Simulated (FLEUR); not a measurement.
Runs of FLEUR MaX-R8.1 (later development tree) on WC (Qusongite). The structure is hexagonal, space group P-6m2 (No. 187). The conventional cell has a = 2.907 Å, b = 2.907 Å, c = 2.837 Å, α = 90.00°, β = 90.00°, γ = 120.00°. W (site symmetry -6m2) is surrounded by 6 C at 2.20 Å. C (site symmetry -6m2) has 6 W at 2.20 Å as nearest neighbours. 

| task | level | spin | k mesh | gmax | muffin-tin radii | max iterations | mixing factor | mixer | kmax | V0 of scaled cells (Å³/atom) | B0 (GPa) |
| --- | --- | --- | --- | --- | --- | --- | --- | --- | --- | --- | --- |
| equation of state | AM05 | off | 10 × 10 × 9 | 15.6 1/bohr | W 2.3, C 1.43 bohr | - | - | - | 5.03 1/bohr | 10.23 | 414 |
| equation of state | LDA | off | 10 × 10 × 9 | 15.6 1/bohr | W 2.3, C 1.43 bohr | - | - | - | 5.03 1/bohr | 10.13 | 425 |
| equation of state | PBE | off | 10 × 10 × 9 | 15.6 1/bohr | W 2.3, C 1.43 bohr | - | - | - | 5.03 1/bohr | (a) | (b) |
| equation of state | PBEsol | off | 10 × 10 × 9 | 15.6 1/bohr | W 2.3, C 1.43 bohr | - | - | - | 5.03 1/bohr | 10.29 | 410 |
| equation of state | BLYP | off | 10 × 10 × 9 | 15.6 1/bohr | W 2.3, C 1.43 bohr | - | - | - | 5.03 1/bohr | 10.89 | (c) |

Alike in all rows: potentials or basis all-electron, FLAPW; cell as given; smearing fermi-dirac 0.05 eV.

Task: Estimate the missing entries.

Result: (a) 10.53; (b) 386; (c) 351.

Caveats: the cell was scaled at fixed shape and fractional positions, which overstates the stiffness of a crystal with free parameters, most of all of layers and chains.

Not every run made on this cell is shown here.
